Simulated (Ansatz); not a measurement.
# CuI (F-43m): birefringence under uniaxial strain

Cubic CuI (F-43m) is strained along the cube axis z = [001] with x and y held fixed, and the static electronic response is computed along x and z.

Symmetry: F-43m, No. 216, cubic system. The conventional cell has a = 6.063 Å, b = 6.063 Å, c = 6.063 Å, α = 90.00°, β = 90.00°, γ = 90.00°. I on site a has 4 Cu at 2.63 Å as nearest neighbours. Around Cu on site c lie 4 I at 2.63 Å.

Method: Ansatz 0.2.0, PBE, independent particles, k-mesh 6×6×6 with interpolation inside its cells, Gaussian parameter 0.1 eV.

Launch of the response step: `ansatz run input.yaml --threads 4 --pin off --max-ram 8192MiB --backend cpu --events-out ev --progress --plain --runs-dir out`. The series took 63 s in all, on 4 threads of Intel(R) Xeon(R) Processor @ 2.70GHz, with other jobs on the host.

```
strain along z (%)  ε∞ along x  ε∞ along z  ε_z − ε_x
              -2.0      6.8773      6.7670    -0.1103
              -1.0      6.8355      6.7807    -0.0548
              +0.0      6.7961      6.7961    +0.0000
              +1.0      6.7587      6.8126    +0.0540
              +2.0           ?           ?          ?
              +3.0      6.6904      6.8506    +0.1602
```

To first order the splitting is linear in the strain, ε_z − ε_x = −ε² (p₁₁ − p₁₂) · strain.

Working, on the rows shown:

| x = strain | y = ε_z − ε_x |
| --- | --- |
| -0.02 | -0.1103 |
| -0.01 | -0.0548 |
| 0 | 0 |
| 0.01 | 0.054 |
| 0.03 | 0.1602 |

Means: x̄ = 0.002, ȳ = 0.00982. Σ(x − x̄)(y − ȳ) = 0.008002, Σ(x − x̄)² = 0.00148. Slope = 0.008002 / 0.00148 = 5.407; intercept = ȳ − slope · x̄ = -0.00099324. The line misses the rows shown by at most 0.0012.

**Question.** Predict the last column of the withheld row from the fit.

**Answer.** At x = 0.02 the line gives y = 0.10714. The run gave +0.1074, so the interpolation is off by 0.00026, 0.1 % of the range in the table.

Between the rows on either side of x = 0 the slope is (0.054 − -0.0548) / (0.01 − (-0.01)) = 5.44. So p₁₁ − p₁₂ = −5.44 / 6.80² = -0.118, and 1 % of strain gives n_z − n_x = +0.0104. These are long-wavelength values at fixed fractional positions; over small gaps they hang strongly on the gap. The cell comes from an older database entry, whose edges can be off by a per cent or so. Excitons are left out and so are local fields; PBE gaps are as a rule too small. Spin-orbit coupling is left out.

[Logs are printed without paths, hosts, clocks, repeated set-up lines and the standing remarks that a program may print on its own settings, such as how far it seeks lower states.]
